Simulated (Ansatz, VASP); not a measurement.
# BAs in two plane-wave programs, part 2 of 2

Wanted: the spread between two codes on one cell, functional and k mesh. The cell is taken from a series of VASP runs on this material, whose earlier steps may have relaxed, scaled or displaced it; both programs get it as it stands.

VASP 6.6.1 and Ansatz 0.2.0.

So far. Step 2 (VASP: band structure, PBE): Spin-orbit coupling is off here; it would split degenerate levels, and it lifts a valence top of As p states by about 0.1 eV. Step 4 (Side by side): Among the levels compared at these points, filled levels agree within 14 meV and empty ones within 32 meV. Ansatz's pressure holds a Pulay correction of 0.10 GPa; VASP's holds none.

### 5. VASP: dielectric response, PBE

Level of this step: PBE; plane waves and PAW (B, As) (VASP).

The response to a field tests empty states and converges slowly with the mesh.

INCAR reads:

```
SYSTEM = BAs
PREC = Accurate
ENCUT = 420
EDIFF = 1E-08
NELM = 100
ISMEAR = 0
SIGMA = 0.01
LREAL = .FALSE.
ALGO = Normal
GGA = PE
NBANDS = 10
LORBIT = 11
LWAVE = .FALSE.
LCHARG = .FALSE.
KPAR = 2
LEPSILON = .TRUE.
```

POSCAR reads:

```
BAs
1.0
    0.0000000000      2.4084771865      2.4084771865
    2.4084771865      0.0000000000      2.4084771865
    2.4084771865      2.4084771865      0.0000000000
B As
1 1
Direct
    0.0000000000      0.0000000000      0.0000000000
    0.2500000000      0.2500000000      0.2500000000
```

KPOINTS reads:

```
Automatic mesh
0
Gamma
9 9 9
0 0 0
```

The projector-augmented-wave data sets are B and As (PBE family, release 64).

Launch:

```sh
$ mpirun -np 2 vasp_std
```

Numbers of over 12 decimals in the logs are rounded to 6 here.

What it wrote:

```text
[... set-up lines as in an earlier step ...]
 entering main loop
       N       E                     dE             d eps       ncg     rms          rms(c)
DAV:   1     0.912877005904E+01    0.91288E+01   -0.32392E+03   708   0.583E+02
DAV:   2    -0.114355051832E+02   -0.20564E+02   -0.19351E+02   938   0.944E+01
DAV:   3    -0.120029531798E+02   -0.56745E+00   -0.56663E+00   844   0.153E+01
DAV:   4    -0.120044147016E+02   -0.14615E-02   -0.14614E-02   848   0.876E-01
[...]
DAV:  13    -0.114096806334E+02   -0.58320E-07   -0.85727E-08   852   0.204E-03    0.113E-03
DAV:  14    -0.114096807551E+02   -0.12170E-06   -0.16384E-08   754   0.878E-04    0.101E-04
DAV:  15    -0.114096807611E+02   -0.60218E-08   -0.38658E-10   432   0.153E-04
   1 F= -.11409681E+02 E0= -.11409681E+02  d E =-.271364E-42
 Linear response reoptimize wavefunctions to high precision
DAV:   1    -0.114096807513E+02    0.98670E-08   -0.10503E-10   498   0.584E-05
DAV:   2    -0.114096807513E+02    0.24329E-10   -0.42931E-12   412   0.148E-05
 Linear response G [H, r] |phi>, progress :
  Direction:   1
[...]
RMM:   9    -0.759473423564E+00    0.17790E-05   -0.74626E-09  4069   0.322E-04    0.388E-05
RMM:  10    -0.759473911806E+00   -0.48824E-06   -0.15240E-08  3849   0.976E-05    0.555E-06
 change of polarisation eV/A/(eV/A) component  2 :     0.400     1.402     0.205
 dielectric tensor                  component  2 :     2.587    10.081     1.329
 Linear response to external field, progress :
  Direction:   3
       N       E                     dE             d eps       ncg     rms          rms(c)
RMM:   1    -0.708608805233E+00   -0.70861E+00   -0.32782E+00  5613   0.304E+00
RMM:   2    -0.727004007427E+00   -0.18395E-01   -0.76633E-03  4121   0.414E-01    0.130E+00
RMM:   3    -0.717527222510E+00    0.94768E-02   -0.59764E-03  4193   0.460E-01    0.758E-01
RMM:   4    -0.753149483808E+00   -0.35622E-01   -0.88408E-03  4115   0.587E-01    0.806E-02
[...]
RMM:   8    -0.759475253832E+00   -0.76523E-05   -0.72492E-09  4433   0.822E-04    0.162E-04
RMM:   9    -0.759473544137E+00    0.17097E-05   -0.81214E-09  4075   0.324E-04    0.387E-05
RMM:  10    -0.759474018635E+00   -0.47450E-06   -0.86534E-09  3852   0.957E-05    0.589E-06
 change of polarisation eV/A/(eV/A) component  3 :     0.310     0.354     1.402
 dielectric tensor                  component  3 :     2.006     2.293    10.081
 Born effective charges drift removed
```

From OUTCAR (step 5):

```text
  Total        0.0013814      0.0013814      0.0013814      0.0000000      0.0000000      0.0000000
  in kB        0.0792073      0.0792073      0.0792073      0.0000000      0.0000000      0.0000000
  external PRESSURE =       0.0792073 kB  Pullay stress =       0.0000000 kB

 POSITION                                       TOTAL-FORCE (eV/Angst)
 -----------------------------------------------------------------------------------
      0.00000      0.00000      0.00000        -0.000000      0.000000      0.000000
      1.20424      1.20424      1.20424         0.000000     -0.000000     -0.000000
 -----------------------------------------------------------------------------------
    total drift:                                0.000000      0.000000      0.000000

 MACROSCOPIC STATIC DIELECTRIC TENSOR (including local field effects in DFT)
 ------------------------------------------------------
          10.081438    -0.000000     0.000000
          -0.000000    10.081438    -0.000000
           0.000000    -0.000000    10.081438
 ------------------------------------------------------

[... 1 part as in an earlier step ...]

[... 1 further part left out ...]
```

Energies printed during the response cycles are not total energies of the cell.

### 6. Ansatz: dielectric response, PBE

The same cell, functional and mesh now go to Ansatz, which takes its cutoff from its data sets.

The cell is taken from a series of VASP runs on this material, whose earlier steps may have relaxed, scaled or displaced it; both programs get it as it stands.

input.yaml reads:

```yaml
crystal:
  lattice:
    - [0.0, 2.4084771865, 2.4084771865]
    - [2.4084771865, 0.0, 2.4084771865]
    - [2.4084771865, 2.4084771865, 0.0]
  atoms:
    - { symbol: B, position: [0.0, 0.0, 0.0] }
    - { symbol: As, position: [0.25, 0.25, 0.25] }
hamiltonian:
  xc: pbe
  pseudopotentials: { kind: paw }
kpoints:
  mp_grid: { grid: [9, 9, 9] }
scf:
  occupations: { method: fixed }
dielectric:
  method: response
```

Launch:

```sh
$ ansatz run input.yaml --threads 2 --pin off --max-ram 4608MiB --backend cpu --events-out ev --progress --plain --runs-dir out
```

What it wrote:

```text
[...]
Crystal: 2 atoms, lattice volume = 27.942 Å³
Basis set: ecut = 420 eV, 537 PW (Γ), exchange–correlation on 48×48×48 points (8 copies of the dense FFT grid, shifted against one another)
Bands: 13, of which v1, the nominal top of the filled ones, is band 9 counted from 1 (8 counted from 0)
Symmetry: 24 space group operations
k-points: 125 of 729 (irreducible under 4 space group operations, time reversal used)
[...]
site 0:
        -0.42844   -0.00000    0.00000
        -0.00000   -0.42844   -0.00000
         0.00000   -0.00000   -0.42844
    site 1:
         0.42844    0.00000   -0.00000
         0.00000    0.42844    0.00000
        -0.00000    0.00000    0.42844
  Z* charge neutrality: 1.363e-6 e pre-enforcement
  solved inside a basis spanned on kpoints, on 10×10×10 k-points, its susceptibility summed on 14×14×14: ε∞ is read to err by 2.9e-2, Z* by 1.5e-2 e (field_mesh: kpoints solves on kpoints); Z* is corrected for what the basis lacks
[key lines of the parts left out:]
SCF converged after 7 iterations
Free energy (F): -5012.104134 eV
Fermi energy:    10.731354 eV
```

The job ended after 39 s (2 threads of Arm Neoverse N1, shared host; peak memory 0.47 GiB).

### 7. Comparison

What differs besides the data sets and the points named for the pairs above, as far as they apply: VASP's response is taken on the typed mesh, Ansatz refines its own for the field response alone. Total energies have different zeros and are not compared.

Both answers:

| quantity | Ansatz | VASP | difference |
| --- | --- | --- | --- |
| ε∞ xx | 9.88 | 10.08 | -1.99 % |
| ε∞ yy | 9.88 | 10.08 | -1.99 % |
| ε∞ zz | 9.88 | 10.08 | -1.99 % |
| Born charge of B1 (mean of the diagonal) (e) | -0.43 | -0.46 | +0.03 |
| Born charge of As2 (mean of the diagonal) (e) | 0.43 | 0.46 | -0.03 |

### 8. VASP: single point, PBE

A single point gives forces, pressure and levels at one fixed geometry, so differences don't come from the geometry; what else differs is listed under the comparison.

INCAR reads:

```
SYSTEM = BAs
PREC = Accurate
ENCUT = 420
EDIFF = 1E-06
NELM = 100
ISMEAR = 0
SIGMA = 0.05
LREAL = .FALSE.
ALGO = Normal
GGA = PE
NBANDS = 20
LORBIT = 11
LWAVE = .FALSE.
LCHARG = .FALSE.
KPAR = 2
LOPTICS = .TRUE.
NEDOS = 1500
CSHIFT = 0.1
```

POSCAR is that of step 5.

KPOINTS reads:

```
Automatic mesh
0
Gamma
12 12 12
0 0 0
```

Launch:

```sh
$ mpirun -np 2 vasp_std
```

What it wrote:

```text
[... set-up lines as in an earlier step ...]
 entering main loop
       N       E                     dE             d eps       ncg     rms          rms(c)
DAV:   1     0.112845063553E+02    0.11285E+02   -0.29424E+03  2880   0.296E+02
DAV:   2    -0.114585598682E+02   -0.22743E+02   -0.21969E+02  3656   0.741E+01
DAV:   3    -0.120041148815E+02   -0.54556E+00   -0.54346E+00  3512   0.926E+00
DAV:   4    -0.120050076870E+02   -0.89281E-03   -0.89277E-03  3336   0.420E-01
[...]
DAV:   9    -0.114105406429E+02   -0.41207E-03   -0.53818E-04  3268   0.896E-02    0.457E-02
DAV:  10    -0.114106224945E+02   -0.81852E-04   -0.92091E-05  3164   0.371E-02    0.120E-02
DAV:  11    -0.114106224517E+02    0.42733E-07   -0.15243E-06  3336   0.479E-03
   1 F= -.11410622E+02 E0= -.11410622E+02  d E =-.552925E-11
 optical routines
 imaginary and real dielectric function
 recalculating local potential from charge density
 direction            1
 direction            2
 direction            3
```

OUTCAR, selected parts (step 8):

```text
  Total        0.0055125      0.0055125      0.0055125      0.0000000      0.0000000     -0.0000000
  in kB        0.3160829      0.3160829      0.3160829      0.0000000      0.0000000     -0.0000000
  external PRESSURE =       0.3160829 kB  Pullay stress =       0.0000000 kB

 POSITION                                       TOTAL-FORCE (eV/Angst)
 -----------------------------------------------------------------------------------
      0.00000      0.00000      0.00000        -0.000000     -0.000000     -0.000000
      1.20424      1.20424      1.20424         0.000000      0.000000      0.000000
 -----------------------------------------------------------------------------------
    total drift:                                0.000000      0.000000      0.000000

  FREE ENERGIE OF THE ION-ELECTRON SYSTEM (eV)
  ---------------------------------------------------
  free  energy   TOTEN  =       -11.4106224517 eV

  energy  without entropy=      -11.4106224517  energy(sigma->0) =      -11.41062245

[... 1 part as in an earlier step ...]

[... 2 further parts left out ...]
[key lines of the parts left out:]
E-fermi :   6.0547
```

### 9. Ansatz: single point, PBE

The same cell, functional, mesh and smearing now go to Ansatz, which takes its cutoff from its data sets.

The cell is taken from a series of VASP runs on this material, whose earlier steps may have relaxed, scaled or displaced it; both programs get it as it stands.

input.yaml, the sections that differ from step 6:

```yaml
kpoints:
  mp_grid: { grid: [12, 12, 12] }
scf:
  occupations: { method: gaussian, width: 0.05 }
  n_extra_bands: 4
output:
  forces: true
  stress: true
  eigenvalues: true
# crystal, hamiltonian: as in step 6
# dielectric: removed
```

Launch:

```sh
$ ansatz run input.yaml --threads 2 --pin off --max-ram 4608MiB --backend cpu --events-out ev --progress --plain --runs-dir out
```

What it wrote:

```text
[...]
Crystal: 2 atoms, lattice volume = 27.942 Å³
Basis set: ecut = 420 eV, 537 PW (Γ), exchange–correlation on 48×48×48 points (8 copies of the dense FFT grid, shifted against one another)
Bands: 13, of which v1, the nominal top of the filled ones, is band 9 counted from 1 (8 counted from 0)
Symmetry: 24 space group operations
[...]
k-points: 72 of 1728 (time reversal used)
[...]
--- Band table (eV; the first three rows and the last of 72) ---
  k-point 0: bands = [... 5 lower, -4.4470, 10.7309, 10.7309, 10.7309, 13.9811, 13.9811, 13.9811, 15.0895]
  k-point 1: bands = [... 5 lower, -4.3354, 9.7019, 10.5190, 10.5190, 14.0836, 14.2610, 14.2610, 15.7662]
  k-point 2: bands = [... 5 lower, -4.0046, 7.8144, 10.0685, 10.0685, 13.9156, 14.8476, 14.8476, 17.1593]
  k-point 71: bands = [... 5 lower, -0.2473, 2.7920, 5.4012, 5.6899, 15.9906, 16.5361, 17.4925, 17.6227]
[key lines of the parts left out:]
SCF converged after 6 iterations
Free energy (F): -5012.105069 eV
Fermi energy:    11.339006 eV
P = ⅓ Tr σ = -0.6200 GPa (-6.200 kbar)
```

The job ended after 2.5 s (2 threads; peak memory 0.3 GiB; 4.1 s of CPU time).

The run ends at a pressure of -0.62 GPa.

### 10. Differences

Both answers:

| quantity | Ansatz | VASP | difference |
| --- | --- | --- | --- |
| pressure (GPa) | -0.62 | 0.03 | -0.65 |
| pressure without Ansatz's Pulay correction (GPa) | -0.72 | 0.03 | -0.75 |
| gap on the k mesh (eV) | 1.218 | 1.206 | +0.012 |

A gap on the mesh is an upper bound, since the band edges may lie between its points. Ansatz's pressure holds a Pulay correction of 0.10 GPa; VASP's holds none.

### 11. What came out

| Item | Value |
| --- | --- |
| difference in gap over the path points (band structure, PBE) | 0.012 eV |
| difference in pressure (band structure, PBE) | -0.65 GPa |
| difference in ε∞ xx (dielectric response, PBE) | -2.0 % |
| difference in gap on the k mesh (single point, PBE) | 0.012 eV |
| difference in pressure (single point, PBE) | -0.65 GPa |

**Reading.** The difference in pressure is -0.65 GPa (single point, PBE), within the 1 GPa picked in this series as the mark of a large difference. 1 further run of this series is not shown here. Such differences can come from data sets, numerical settings and the points named under the comparisons, not from the functional's error against experiment.

[Lines on the potential files, build, host, timing and source positions are cut from VASP's logs without a mark.]

[Logs are printed without paths, hosts, clocks, repeated set-up lines and the standing remarks that a program may print on its own settings, such as how far it seeks lower states.]

[Hosts, paths, dates, database ids (printed as entryN), source tags and the programs' standing remarks are cut or masked in the printed files.]
